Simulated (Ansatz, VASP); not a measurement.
**LaH3 in VASP and in Ansatz**

```
La H
1.0
    -1.97009    1.97009    2.78702
     1.97009   -1.97009    2.78702
     1.97009    1.97009   -2.78702
La H
1 3
Direct
  0.00000 0.00000 0.00000
  0.75000 0.25000 0.50000
  0.25000 0.75000 0.50000
  0.50000 0.50000 0.00000
```

Alike in both runs: task single point; functional PBEsol; dispersion D3(BJ); k mesh 6 × 6 × 6; occupations fermi-dirac, width 0.02 eV; no spin polarisation.

```csv
,VASP,Ansatz
version,VASP 6.6.1,Ansatz 0.2.0
potentials or method,"VASP PAW PBE potentials, release 64 (La, H)",plane waves
plane-wave cutoff (eV),520,420
valence electrons in the cell,14,14
```

Ansatz gave:

```
pressure (GPa)               : -5.7
dispersion energy (meV/atom) : -175.1
```

**Question.** What did VASP give for the same quantities?

**Answer.** Pressure (GPa): -5.9; dispersion energy (meV/atom): -175.0.

Caveats: the k mesh is coarse (spacing up to 0.38 Å⁻¹), so the values aren't converged; the PAW data sets were made with another functional, which shifts forces and pressure a little (VASP); pairwise dispersion overbinds metals, which lowers pressure and volume. Spin-orbit coupling is left out, which matters for the levels of La.
